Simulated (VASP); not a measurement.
# C (Fd-3m) in VASP: a series of runs, part 2 of 2

VASP 6.6.1. Earlier steps stand in the parts before.

### Step 4. Band structure, RPBE

This run uses another cell than the first one, of 5.77 Å³/atom, 1.027 times its volume.

Contents of INCAR:

```
SYSTEM = C
PREC     = Accurate       ! precision mode
ENCUT    = 520            ! plane-wave cutoff, eV
EDIFF    = 1E-6           ! SCF threshold, eV
ISMEAR   = 0              ! smearing method
SIGMA    = 0.03           ! smearing width, eV
LREAL    = .False.        ! projectors in reciprocal space
LASPH    = .True.         ! aspherical terms in the spheres
NELM     = 80             ! most SCF steps
ALGO     = Normal         ! electronic algorithm
ISIF     = 2              ! what is computed and relaxed
LWAVE    = .False.        ! write WAVECAR
LCHARG   = .False.        ! write CHGCAR
GGA      = RP             ! functional
NBANDS   = 11             ! bands
ICORELEVEL= 1
```

Contents of KPOINTS:

```
Automatic mesh
0
Gamma
  14 14 14
  0 0 0
```

Contents of POSCAR:

```
C                                       
1.0
    0.0000000000      1.7940792463      1.7940792463
    1.7940792463      0.0000000000      1.7940792463
    1.7940792463      1.7940792463      0.0000000000
  C             
     2
Direct
     0.0000000000000000    0.0000000000000000    0.0000000000000000
     0.2500000000000000    0.2500000000000000    0.2500000000000000
```

KPOINTS_OPT is that of step 3.

Potentials or basis: VASP PAW PBE potentials, release 64 (C).

The run is started by

```sh
$ cat potpaw_PBE.64/C/POTCAR > POTCAR
$ mpirun -np 1 vasp_std > vasp.out
```

OUTCAR:

```text
SYSTEM = C
   PREC = Accurate
   ENCUT = 520
   EDIFF = 1E-6
   ISMEAR = 0
   LREAL = .False.
   LASPH = .True.
   NELM = 80
   ISIF = 2
   GGA = RP

 ion  position               nearest neighbor table
   1  0.000  0.000  0.000-   2 1.55   2 1.55   2 1.55   2 1.55
   2  0.250  0.250  0.250-   1 1.55   1 1.55   1 1.55   1 1.55

  LATTYP: Found a face centered cubic cell.
 ALAT       =     3.5881584926

  Lattice vectors:

 A1 = (   0.0000000000,   1.7940792463,   1.7940792463)
 A2 = (   1.7940792463,   0.0000000000,   1.7940792463)
 A3 = (   1.7940792463,   1.7940792463,   0.0000000000)

Analysis of symmetry for initial positions (statically):
=====================================================================
 Subroutine PRICEL returns:
 Original cell was already a primitive cell.

 Routine SETGRP: Setting up the symmetry group for a
 face centered cubic supercell.

 Subroutine GETGRP returns: Found 48 space group operations
 (whereof 24 operations were pure point group operations)
 out of a pool of 48 trial point group operations.

The static configuration has the point symmetry T_d .
 The point group associated with its full space group is O_h .
[... 173 lines left out ...]

 k-point     1 :       0.0000    0.0000    0.0000
  band No.  band energies     occupation
      1     -11.7217      2.00000
      2       9.5923      2.00000
      3       9.5923      2.00000
      4       9.5923      2.00000
      5      15.1369      0.00000
      6      15.1369      0.00000
      7      15.1369      0.00000
      8      22.4574      0.00000
      9      28.7798      0.00000
     10      35.8307      0.00000
     11      35.8307      0.00000
[... 267 lines left out ...]
 k-point    21 :      -0.0714    0.0714    0.0000
  band No.  band energies     occupation
      1     -11.3495      2.00000
      2       7.8342      2.00000
      3       8.2652      2.00000
      4       9.3577      2.00000
      5      15.5137      0.00000
      6      16.1416      0.00000
      7      16.4585      0.00000

------------------------ aborting loop because EDIFF is reached ----------------------------------------

  FORCE on cell =-STRESS in cart. coord.  units (eV):
  Direction    XX          YY          ZZ          XY          YZ          ZX
  --------------------------------------------------------------------------------------
  -------------------------------------------------------------------------------------
  Total        0.0463331      0.0463331      0.0463331     -0.0000000      0.0000000      0.0000000
  in kB        6.4275695      6.4275695      6.4275695     -0.0000000      0.0000000      0.0000000
  external PRESSURE =       6.4275695 kB  Pullay stress =       0.0000000 kB

 VOLUME and BASIS-vectors are now :
 -----------------------------------------------------------------------------
  energy-cutoff  :      520.00
  volume of cell :       11.55
      direct lattice vectors                 reciprocal lattice vectors
     0.000000000  1.794079246  1.794079246    -0.278694490  0.278694490  0.278694490
     1.794079246  0.000000000  1.794079246     0.278694490 -0.278694490  0.278694490
     1.794079246  1.794079246  0.000000000     0.278694490  0.278694490 -0.278694490

 POSITION                                       TOTAL-FORCE (eV/Angst)
 -----------------------------------------------------------------------------------
      0.00000      0.00000      0.00000        -0.000000     -0.000000     -0.000000
      0.89704      0.89704      0.89704         0.000000      0.000000      0.000000
 -----------------------------------------------------------------------------------
    total drift:                                0.000000      0.000000      0.000000

  FREE ENERGIE OF THE ION-ELECTRON SYSTEM (eV)
  ---------------------------------------------------
  free  energy   TOTEN  =       -17.2347070214 eV

  energy  without entropy=      -17.2347070214  energy(sigma->0) =      -17.23470702
```

It took 12 s on 1 thread of Intel Xeon Platinum 8488C (Sapphire Rapids), shared host; peak memory 0.13 GiB.

What came out:

```
Free energy             : -17.2347 eV
Pressure                : 0.6 GPa
Band gap on the k mesh  : 4.09 eV, indirect (least direct gap 5.54 eV)
Band gap along the path : 4.09 eV, indirect (least direct gap 5.54 eV)
```

Levels at the corners of the path, in eV from the valence-band top:
```tsv
point	band 2	band 3	band 4	band 5	band 6	band 7
Γ	0.00	0.00	0.00	5.54	5.54	5.54
X	-12.71	-6.21	-6.21	4.72	4.72	16.63
X	-12.71	-6.21	-6.21	4.72	4.72	16.63
W	-11.96	-8.17	-8.17	10.60	10.60	12.09
W	-11.96	-8.17	-8.17	10.60	10.60	12.09
K	-11.68	-9.15	-5.29	5.63	10.64	14.21
K	-11.68	-9.15	-5.29	5.63	10.64	14.21
Γ	0.00	0.00	0.00	5.54	5.54	5.54
Γ	0.00	0.00	0.00	5.54	5.54	5.54
L	-13.20	-2.76	-2.76	8.40	8.40	8.55
L	-13.20	-2.76	-2.76	8.40	8.40	8.55
U	-11.68	-9.15	-5.29	5.63	10.64	14.21
U	-11.68	-9.15	-5.29	5.63	10.64	14.21
W	-11.96	-8.17	-8.17	10.60	10.60	12.09
W	-11.96	-8.17	-8.17	10.60	10.60	12.09
L	-13.20	-2.76	-2.76	8.40	8.40	8.55
L	-13.20	-2.76	-2.76	8.40	8.40	8.55
K	-11.68	-9.15	-5.29	5.63	10.64	14.21
U	-11.68	-9.15	-5.29	5.63	10.64	14.21
X	-12.71	-6.21	-6.21	4.72	4.72	16.63
```

Core levels (eV, on the scale of the bands):
| atom | levels |
| --- | --- |
| 1 C | 1s -256.5 |
| 2 C | 1s -256.5 |

Caveat: the PAW data sets were made with another functional, which shifts forces and pressure a little. A hybrid or GW would open this gap; RPBE tends to underestimate it.

### Step 5. Band structure, rev-vdW-DF2

This run uses another cell than the first one, of 5.67 Å³/atom, 1.008 times its volume.

Contents of INCAR:

```
AGGAC    = 0.0          
ALGO     = Normal         # electronic algorithm
EDIFF    = 1E-7           # SCF threshold, eV
ENCUT    = 520            # plane-wave cutoff, eV
GGA      = MK             # functional
ICORELEVEL= 1            
ISIF     = 2              # what is computed and relaxed
ISMEAR   = 0              # smearing method
LASPH    = True           # aspherical terms in the spheres
LCHARG   = False          # write CHGCAR
LREAL    = False          # projectors in reciprocal space
LUSE_VDW = True         
LWAVE    = False          # write WAVECAR
NBANDS   = 11             # bands
NELM     = 80             # most SCF steps
PARAM1   = 0.1234       
PARAM2   = 0.711357     
PREC     = Accurate       # precision mode
SIGMA    = 0.03           # smearing width, eV
ZAB_VDW  = -1.8867
```

Contents of KPOINTS:

```
k-points
0
Gamma
  14 14 14
```

Contents of POSCAR:

```
C                                       
1.0
    0.0000000000      1.7833700000      1.7833700000
    1.7833700000      0.0000000000      1.7833700000
    1.7833700000      1.7833700000      0.0000000000
  C             
     2
Direct
     0.0000000000000000    0.0000000000000000    0.0000000000000000
     0.2500000000000000    0.2500000000000000    0.2500000000000000
```

Contents of KPOINTS_OPT:

```
explicit points
209
Reciprocal
 0.0000000000  0.0000000000  0.0000000000 1
 0.0263157895  0.0000000000  0.0263157895 1
 0.0526315789  0.0000000000  0.0526315789 1
 0.0789473684  0.0000000000  0.0789473684 1
 0.1052631579  0.0000000000  0.1052631579 1
 0.1315789474  0.0000000000  0.1315789474 1
[... 201 lines left out ...]
 0.4250000000  0.0000000000  0.4250000000 1
 0.4500000000  0.0000000000  0.4500000000 1
```

The run is started by

```sh
$ cat potpaw_PBE.64/C/POTCAR > POTCAR
$ mpirun -np 1 vasp_std > vasp.out
```

It took 30 s on 1 thread of Intel Xeon Platinum 8259CL at 2.50GHz (Skylake/Cascade Lake), shared host; peak memory 0.22 GiB.

Results (log left out):

- Free energy: -16.4974 eV
- Pressure: 0.6 GPa
- Band gap on the k mesh: 4.18 eV, indirect (least direct gap 5.62 eV)
- Band gap along the path: 4.18 eV, indirect (least direct gap 5.62 eV)

Levels at the corners of the path, in eV from the valence-band top:
| point | band 1 | band 2 | band 3 | band 4 | band 5 | band 6 | band 7 | band 8 | band 9 |
| --- | --- | --- | --- | --- | --- | --- | --- | --- | --- |
| Γ | -21.39 | 0.00 | 0.00 | 0.00 | 5.62 | 5.62 | 5.62 | 13.41 | 19.27 |
| X | -12.69 | -12.69 | -6.27 | -6.27 | 4.81 | 4.81 | 16.77 | 16.77 | 23.16 |
| X | -12.69 | -12.69 | -6.27 | -6.27 | 4.81 | 4.81 | 16.77 | 16.77 | 23.16 |
| W | -11.89 | -11.89 | -8.29 | -8.29 | 10.62 | 10.62 | 12.35 | 12.35 | 21.26 |
| W | -11.89 | -11.89 | -8.29 | -8.29 | 10.62 | 10.62 | 12.35 | 12.35 | 21.26 |
| K | -12.89 | -11.66 | -9.28 | -5.34 | 5.72 | 10.76 | 14.35 | 15.62 | 18.65 |
| K | -12.89 | -11.66 | -9.28 | -5.34 | 5.72 | 10.76 | 14.35 | 15.62 | 18.65 |
| Γ | -21.39 | 0.00 | 0.00 | 0.00 | 5.62 | 5.62 | 5.62 | 13.41 | 19.27 |
| Γ | -21.39 | 0.00 | 0.00 | 0.00 | 5.62 | 5.62 | 5.62 | 13.41 | 19.27 |
| L | -15.60 | -13.32 | -2.78 | -2.78 | 8.49 | 8.49 | 8.93 | 15.66 | 21.82 |
| L | -15.60 | -13.32 | -2.78 | -2.78 | 8.49 | 8.49 | 8.93 | 15.66 | 21.82 |
| U | -12.89 | -11.66 | -9.28 | -5.34 | 5.72 | 10.76 | 14.35 | 15.62 | 18.65 |
| U | -12.89 | -11.66 | -9.28 | -5.34 | 5.72 | 10.76 | 14.35 | 15.62 | 18.65 |
| W | -11.89 | -11.89 | -8.29 | -8.29 | 10.62 | 10.62 | 12.35 | 12.35 | 21.26 |
| W | -11.89 | -11.89 | -8.29 | -8.29 | 10.62 | 10.62 | 12.35 | 12.35 | 21.26 |
| L | -15.60 | -13.32 | -2.78 | -2.78 | 8.49 | 8.49 | 8.93 | 15.66 | 21.82 |
| L | -15.60 | -13.32 | -2.78 | -2.78 | 8.49 | 8.49 | 8.93 | 15.66 | 21.82 |
| K | -12.89 | -11.66 | -9.28 | -5.34 | 5.72 | 10.76 | 14.35 | 15.62 | 18.65 |
| U | -12.89 | -11.66 | -9.28 | -5.34 | 5.72 | 10.76 | 14.35 | 15.62 | 18.65 |
| X | -12.69 | -12.69 | -6.27 | -6.27 | 4.81 | 4.81 | 16.77 | 16.77 | 23.16 |

Core levels (eV, on the scale of the bands):
| atom | levels |
| --- | --- |
| 1 C | 1s -255.7 |
| 2 C | 1s -255.7 |

Caveat: the PAW data sets were made with another functional, which shifts forces and pressure a little.

### Step 6. Band structure, r2SCAN+rVV10

Contents of INCAR:

```
SYSTEM = C
PREC = Accurate
ENCUT = 520
EDIFF = 1E-6
ISMEAR = 0
SIGMA = 0.03
LREAL = .False.
LASPH = .True.
NELM = 80
ALGO = Normal
ISIF = 2
LWAVE = .False.
LCHARG = .False.
METAGGA = R2SCAN
LMIXTAU = .True.
LUSE_VDW = .True.
IVDW_NL = 2
BPARAM = 11.95
CPARAM = 0.0093
NBANDS = 11
ICORELEVEL = 1
```

Contents of KPOINTS:

```
regular mesh
0
Gamma
  14 14 14
  0 0 0
```

Contents of POSCAR:

```
C                                       
1.0
    0.0000000000      1.7793922130      1.7793922130
    1.7793922130      0.0000000000      1.7793922130
    1.7793922130      1.7793922130      0.0000000000
  C             
     2
Direct
     0.0000000000000000    0.0000000000000000    0.0000000000000000
     0.2500000000000000    0.2500000000000000    0.2500000000000000
```

KPOINTS_OPT is that of step 5.

Potentials or basis: VASP PAW PBE potentials, release 64 (C).

The run is started by

```sh
$ cat potpaw_PBE.64/C/POTCAR > POTCAR
$ mpirun -np 1 vasp_std > vasp.out
```

Run time: 2.5 min. Hardware: 1 thread of Intel Xeon Platinum 8259CL at 2.50GHz (Skylake/Cascade Lake), shared host; peak memory 0.17 GiB.

It converged, with:

| Item | Value |
| --- | --- |
| Free energy | -19.5810 eV |
| Pressure | 0.9 GPa |
| Band gap on the k mesh | 4.31 eV, indirect (least direct gap 5.85 eV) |
| Band gap along the path | 4.31 eV, indirect (least direct gap 5.85 eV) |

Levels at the corners of the path, in eV from the valence-band top:
```
point  band 1  band 2  band 3  band 4  band 5  band 6  band 7  band 8
    Γ  -22.80    0.00    0.00    0.00    5.85    5.85    5.85   13.97
    X  -13.64  -13.64   -6.71   -6.71    4.98    4.98   17.98   17.98
    X  -13.64  -13.64   -6.71   -6.71    4.98    4.98   17.98   17.98
    W  -12.85  -12.85   -8.79   -8.79   11.26   11.26   12.99   12.99
    W  -12.85  -12.85   -8.79   -8.79   11.26   11.26   12.99   12.99
    K  -13.92  -12.55   -9.83   -5.72    5.95   11.34   15.29   16.64
    K  -13.92  -12.55   -9.83   -5.72    5.95   11.34   15.29   16.64
    Γ  -22.80    0.00    0.00    0.00    5.85    5.85    5.85   13.97
    Γ  -22.80    0.00    0.00    0.00    5.85    5.85    5.85   13.97
    L  -16.81  -14.14   -3.00   -3.00    8.89    8.89    9.21   16.72
    L  -16.81  -14.14   -3.00   -3.00    8.89    8.89    9.21   16.72
    U  -13.92  -12.55   -9.83   -5.72    5.95   11.34   15.29   16.64
    U  -13.92  -12.55   -9.83   -5.72    5.95   11.34   15.29   16.64
    W  -12.85  -12.85   -8.79   -8.79   11.26   11.26   12.99   12.99
    W  -12.85  -12.85   -8.79   -8.79   11.26   11.26   12.99   12.99
    L  -16.81  -14.14   -3.00   -3.00    8.89    8.89    9.21   16.72
    L  -16.81  -14.14   -3.00   -3.00    8.89    8.89    9.21   16.72
    K  -13.92  -12.55   -9.83   -5.72    5.95   11.34   15.29   16.64
    U  -13.92  -12.55   -9.83   -5.72    5.95   11.34   15.29   16.64
    X  -13.64  -13.64   -6.71   -6.71    4.98    4.98   17.98   17.98
```

Core levels (eV, on the scale of the bands):
```tsv
atom	levels
1 C	1s -265.6
2 C	1s -265.6
```

Caveat: the PAW data sets were made with another functional, which shifts forces and pressure a little. r2SCAN opens gaps a little over a GGA but as a rule still falls short of measured ones.

### Step 7. Summary

```tsv
level	cell	gap on the mesh (eV)	pressure (GPa)
PBE+D3(BJ)	Fd-3m, 5.63 Å³/atom	4.15	0.7
PBEsol	Fd-3m, 5.62 Å³/atom	4.03	0.7
RPBE	Fd-3m, 5.77 Å³/atom	4.09	0.6
rev-vdW-DF2	Fd-3m, 5.67 Å³/atom	4.18	0.6
r2SCAN+rVV10	Fd-3m, 5.63 Å³/atom	4.31	0.9
```

Alike in all rows: task band structure; potentials or basis VASP PAW PBE potentials, release 64 (C); no spin polarisation; k mesh 14 × 14 × 14; cutoff (eV) 520; smearing gaussian 0.03 eV.

On the cell as given the gap runs from 4.03 eV (PBEsol) to 4.31 eV (r2SCAN+rVV10).

Caveats: the PAW data sets were made with another functional, which shifts forces and pressure a little (some runs).

Total energies depend on the potentials used, so only differences within one code and one set of settings carry meaning.
